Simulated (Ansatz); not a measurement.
## Li₃Se₂: from a trial structure to a relaxed crystal

These are results of DFT PBE, scalar-relativistic, plane waves, PAW in Ansatz, not measurements. Cutoff 420 eV, Γ-centred k mesh, Gaussian smearing, no spin polarisation in the final step.

Li₃Se₂ was placed on the anti-tetradymite structure type (R-3m, No. 166), with Se in place of Bi, Li in place of Te, at a guessed volume.

```
CELL_PARAMETERS angstrom
1.77542 1.02504 8.22998
-1.77542 1.02504 8.22998
0.00000 -2.05008 8.22998
ATOMIC_POSITIONS crystal
Li 0.00000 0.00000 0.00000
Li 0.20950 0.20950 0.20950
Li 0.79050 0.79050 0.79050
Se 0.40000 0.40000 0.40000
Se 0.60000 0.60000 0.60000
```

Cell and atoms relax at zero pressure; the relaxation can't lower the symmetry of the start. After a coarse first stage the cell is made exact in the group found at 0.06 Å.

The zero of energy is the elements' standard structures at the same level; no fitted shifts are applied.

Which crystal results?

It keeps R-3m (No. 166), but not the shape of the type it started on. Conventional cell: a = 4.290 Å, c = 17.762 Å. Li on Wyckoff site a (1 atom of the primitive cell) is coordinated by 6 Se at 2.86 Å and 6 Li at 2.97 Å; Li on Wyckoff site c (2 atoms of the primitive cell) has 3 Se at 2.49 Å; Se is coordinated by 3 Li at 2.49 Å, 3 Li at 2.86 Å, 1 Se at 3.05 Å and 1 Li at 3.07 Å.

```xyz
5
Lattice="2.1448 1.2383 5.9208 -2.1448 1.2383 5.9208 0.0000 -2.4766 5.9208" Properties=species:S:1:pos:R:3 pbc="T T T"
Li    0.0000    0.0000    0.0000
Li    0.0000    0.0000    4.2807
Li    0.0000    0.0000   13.4818
Se    0.0000    0.0000    7.3541
Se    0.0000    0.0000   10.4084
```

What are its volume, energy, density and gap?

The volume per atom is 18.87 Å³ and the density is 3.15 g/cm³. The energy over the elements is -0.96 eV/atom and the gap on the 12×12×12 mesh is 0 eV (a metal).

The final run used a 12×12×12 mesh on its 5-atom cell and 0.10 eV smearing. The k mesh leaves about 4 meV/atom of noise in metals. A structure relaxed within its symmetry needn't be a true minimum.

Cost: 4 runs of about 7.7 core-minutes in all, on Intel Xeon Platinum 8488C (Sapphire Rapids) (shared hosts).